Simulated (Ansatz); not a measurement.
## Fe: input and output of an SCF run

The cell (2 atoms) is Fe as an experimental structure (space group Fm-3m, primitive cell doubled). Source: COD entry 9012712, which need not be the ambient phase.

All numbers below come from DFT, PBE, PAW, plane waves, scalar-relativistic in Ansatz development build ahead of 0.2.0.

The input:

```yaml
crystal:
  lattice:
    - [-1.8385, -1.8385, -3.677]
    - [1.8385, -1.8385, 0.0]
    - [-1.8385, -1.8385, 0.0]
  atoms:
    - { symbol: Fe, position: [0.0, 0.0, 0.0], spin: 4.0 }
    - { symbol: Fe, position: [0.5, 0.5, 0.0], spin: 4.0 }
  symmetry: { detect: false, time_reversal: true }
magnetization:
  spin_polarized: true
hamiltonian:
  xc: pbe
  pseudopotentials: { kind: paw }
basis:
  ecutwfc: 420
kpoints:
  mp_grid: { grid: [7, 10, 12] }
scf:
  occupations: { method: fermi_dirac, width: 0.05 }
  lower_state_search: "off"
output:
  forces: true
  stress: true
```

Program output, abridged:

```
Pseudopotentials: kind: paw
Pseudopotential: Fe, paw, valence charge 16, recommended cutoff 420 eV (normal), Fe.paw.azcp
Functional definition: PBE
Crystal: 2 atoms, lattice volume = 24.857 Å³
Basis set: ecut = 420 eV, 489 PW (Γ), exchange–correlation on 64×36×36 points (8 copies of the dense FFT grid, shifted against one another)
Bands: 24, of which v1, the nominal top of the filled ones, is band 16 counted from 1 (15 counted from 0)
Symmetry: 1 space group operations
k-points: 422 of 840 (time reversal used)
Non-local potential: Fe, projectors of the file, l = 0: 3, l = 1: 2, l = 2: 3, l = 3: 1
Initial density: superposition of atomic densities (chi_scale 0.1, normalization cell)
Starting moments: Σ|m| = 8 μB on 2 of 2 sites
Initial wavefunctions: pseudopotential atomic-orbital guess
Functional: x = pbe(κ = 0.804, μ = 0.2195149727645171), c = pbe(β = 0.06672455060314922)
iter 1 solved again at ethr=1.13e-3 eV; its pass at ethr=3.10e-3 eV (dr2=3.62e-1 eV) is discarded
SCF iter   1: F=—  HF=-8960.174708 eV  |F-HF|=—  |Δ(HF+E_count)|=         —  Δρ=1.01e-1 (↑1.01e-1 ↓6.57e-2)  dr2=3.62e-1  dr2_m=1.52e0  M=5.736 μB ∫|m|=5.846 μB  β_m=0.30  ethr=1.13e-3  ⟨swp⟩=1.0  Hψ=100634  notcnv=0
Mixer restart at iter 1: flushing history
preconditioner: auto → none  [metal: Δε(μ)=0.003 eV  Ē_g=9.787 eV  σ=0.050 eV  W_gap=0.01  n_scr=6 (ndim 8)  ℏωp=29.8 eV  f_vac=0.000  D(μ)=2.12/eV (n_scr^D=28)  sad-step TF]
spin-set hold released at iteration 1 (the charge has settled, or the pull on large starting moments outlasts its swing): the magnetisation degrees of freedom join the quasi-Newton model from the next iteration; the mixer history was flushed
SCF iter   2: F=—  HF=-8960.366469 eV  |F-HF|=—  |Δ(HF+E_count)|=   1.92e-1  Δρ=6.94e-2 (↑6.94e-2 ↓5.32e-2)  dr2=9.67e-2  dr2_m=8.35e-1  M=5.624 μB ∫|m|=5.768 μB  β_m=0.65  ethr=1.13e-3  ⟨swp⟩=2.0  Hψ=26516  notcnv=0
SCF iter   3: F=—  HF=-8960.742913 eV  |F-HF|=—  |Δ(HF+E_count)|=   3.76e-1  Δρ=3.74e-2 (↑3.74e-2 ↓1.42e-2)  dr2=4.17e-1  dr2_m=3.62e-2  M=5.298 μB ∫|m|=5.527 μB  β_m=0.49  ethr=3.02e-4  ⟨swp⟩=2.9  Hψ=44693  notcnv=0  defer=114
SCF iter   4: F=—  HF=-8960.638475 eV  |F-HF|=—  |Δ(HF+E_count)|=   1.04e-1  Δρ=4.73e-3 (↑2.43e-3 ↓4.73e-3)  dr2=6.06e-3  dr2_m=3.84e-4  M=5.259 μB ∫|m|=5.510 μB  β_m=0.75  ethr=3.02e-4  ⟨swp⟩=2.9  Hψ=45613  notcnv=0  defer=1297
SCF iter   5: F=—  HF=-8960.642215 eV  |F-HF|=—  |Δ(HF+E_count)|=   3.74e-3  Δρ=2.63e-3 (↑2.19e-3 ↓2.63e-3)  dr2=3.41e-3  dr2_m=3.14e-5  M=5.256 μB ∫|m|=5.503 μB  β_m=0.87  ethr=1.89e-5  ⟨swp⟩=2.1  Hψ=29792  notcnv=0  defer=1499
SCF iter   6: F=—  HF=-8960.642266 eV  |F-HF|=—  |Δ(HF+E_count)|=   5.17e-5  Δρ=2.29e-3 (↑8.67e-4 ↓2.29e-3)  dr2=2.68e-3  dr2_m=1.36e-4  M=5.255 μB ∫|m|=5.498 μB  β_m=0.65  ethr=1.06e-5  ⟨swp⟩=2.0  Hψ=29337  notcnv=0  defer=1499
SCF iter   7: F=—  HF=-8960.642312 eV  |F-HF|=—  |Δ(HF+E_count)|=   4.57e-5  Δρ=2.68e-3 (↑9.55e-4 ↓2.68e-3)  dr2=3.64e-3  dr2_m=1.87e-4  M=5.255 μB ∫|m|=5.498 μB  β_m=0.43  ethr=8.38e-6  ⟨swp⟩=1.3  Hψ=19251  notcnv=0  defer=1499
SCF iter   8: F=—  HF=-8960.642149 eV  |F-HF|=—  |Δ(HF+E_count)|=   1.63e-4  Δρ=1.12e-3 (↑4.21e-4 ↓1.12e-3)  dr2=6.42e-4  dr2_m=3.29e-5  M=5.255 μB ∫|m|=5.498 μB  β_m=0.71  ethr=8.38e-6  ⟨swp⟩=1.0  Hψ=18705  notcnv=0  defer=1499
SCF iter   9: F=—  HF=-8960.642116 eV  |F-HF|=—  |Δ(HF+E_count)|=   3.29e-5  Δρ=2.07e-4 (↑8.12e-5 ↓2.07e-4)  dr2=2.17e-5  dr2_m=1.25e-6  M=5.256 μB ∫|m|=5.498 μB  β_m=0.82  ethr=2.01e-6  ⟨swp⟩=1.0  Hψ=18729  notcnv=0  defer=1499
SCF iter  10: F=—  HF=-8960.642114 eV  |F-HF|=—  |Δ(HF+E_count)|=   1.83e-6  Δρ=2.07e-5 (↑4.93e-6 ↓2.07e-5)  dr2=1.68e-7  dr2_m=1.95e-8  M=5.256 μB ∫|m|=5.498 μB  β_m=0.91  ethr=6.79e-8  ⟨swp⟩=1.0  Hψ=18756  notcnv=0  defer=1499
iter 11 met the thresholds in force, and the SCF goes on: an eigenvalue changes by 1.28 meV, over its tolerance of 0.50 meV (output.eigenvalues, Limitations)
SCF iter  11: F=-8960.642114 eV  HF=-8960.642115 eV  |F-HF|=8.41e-8  |Δ(HF+E_count)|=   3.48e-8  Δρ=1.44e-5 (↑4.12e-6 ↓1.44e-5)  dr2=8.94e-8  dr2_m=7.36e-9  M=5.256 μB ∫|m|=5.498 μB  β_m=0.96  ethr=3.13e-10  ⟨swp⟩=3.7  Hψ=55873  notcnv=0
iter 12 met the thresholds in force, and the SCF goes on: an eigenvalue changes by 0.501 meV, over its tolerance of 0.500 meV (output.eigenvalues, Limitations)
SCF iter  12: F=-8960.642115 eV  HF=-8960.642115 eV  |F-HF|=1.18e-8  |Δ(HF+E_count)|=   4.21e-9  Δρ=5.20e-6 (↑1.51e-6 ↓5.20e-6)  dr2=1.21e-8  dr2_m=8.14e-10  M=5.256 μB ∫|m|=5.498 μB  β_m=1.00  ethr=2.79e-10  ⟨swp⟩=2.0  Hψ=49982  notcnv=0
Mixer restart at iter 12: flushing history
SCF iter  13: F=-8960.642112 eV  HF=-8960.642115 eV  |F-HF|=2.95e-6  |Δ(HF+E_count)|=   1.72e-7  Δρ=7.78e-5 (↑2.63e-5 ↓7.78e-5)  dr2=3.06e-6  dr2_m=1.56e-7  M=5.256 μB ∫|m|=5.498 μB  β_m=1.00  ethr=3.80e-11  ⟨swp⟩=2.1  Hψ=32776  notcnv=0  defer=1543  κ⁻¹=1.0e0(r=1)
SCF iter  14: F=-8960.642115 eV  HF=-8960.642115 eV  |F-HF|=1.90e-9  |Δ(HF+E_count)|=   1.73e-7  Δρ=1.90e-6 (↑1.90e-6 ↓1.70e-6)  dr2=2.11e-9  dr2_m=5.04e-11  M=5.256 μB ∫|m|=5.498 μB  ethr=3.80e-11  ⟨swp⟩=1.9  Hψ=61166  notcnv=0
SCF 1 converged in 14 iterations: F = -8960.642115 eV  dr2 = 2.11e-9
  greatest PAW one-centre occupation: 1.002 electrons in one spin orbital (limit 2), on the Fe atom at site 1 (counted from 0), in its partial waves of l = 1
SCF converged after 14 iterations
an eigenvalue changed by more than its tolerance at an iteration that met the thresholds in force, so the SCF went on 2 times, its first undamped step at iteration 12: the last check found none over its tolerance
Magnetization: 5.2556 μB (18.6278 up, 13.3722 down)
Absolute magnetization: 5.4978 μB (∫|ρ↑−ρ↓|, with the PAW one-centre terms)
Spin contamination: 0.0990 ħ² per cell (⟨S²⟩ above its minimum at these occupations)
Per-site moments (μB) at R_I (Å): [(2.6786, 1.0725), (2.6786, 1.0725)]
Free energy (F): -8960.642115 eV
Harris-Foulkes:  -8960.642115 eV  (|F-HF|=1.90e-9)
Internal energy: -8960.623919 eV  (E = F + TS)
E sigma→0 (E₀):  -8960.633017 eV
Entropy (-TS):   -0.018195 eV (-9.098 meV/atom)
Fermi energy:    16.843941 eV
--- Per-component energies (eV) ---
  E_band       = -478.591741
  E_kinetic    = 695.226657
  E_local      = -4351.563158  (includes V_loc(G=0)·N_el)
  E_nonlocal   = 441.936071
  E_hartree    = 1819.014156
  E_xc         = -233.700804
  E_vxc        = -300.785718  (∫ρ·V_xc dr)
  E_paw        = -2735.068851  (= ΣΔE_a)
  E_vpaw       = -601.432258  (= ΣTr[D̂ρ^β])
  E_aug_tail   = 0.001804  (compensation charges beyond the density's cutoff)
  E_ewald      = -4596.469796
  E_smearing   = -0.018195  (= −TS)
  E_closure    = 0.000000  (closes the sum)
  Σ components = -8960.642115   (vs F -8960.642115, Δ=0.00e0)
--- Forces (eV/Å), atoms counted from 1 ---
  atom   1  Fe    -0.00000000    -0.00000000    -0.00000087
  atom   2  Fe    -0.00000000    -0.00000000     0.00000086
  max |Σ_I F_I| component: 4.82e-9 eV/Å
--- Stress (GPa, compression-positive) ---
       -4.668061      -0.124587       0.059775
       -0.124587      -4.668061       0.059775
        0.059775       0.059775      -5.251217
  P = ⅓ Tr σ = -4.8624 GPa (-48.624 kbar)
```

Among 14 converged runs of this cell from various starts and settings, this end is the lowest found.

The mesh has less symmetry than the lattice, which lowers the symmetry of the run.

The run took 26 s on 2 threads of x86-64 server CPU, with other jobs on the host, peak memory 0.74 GiB.
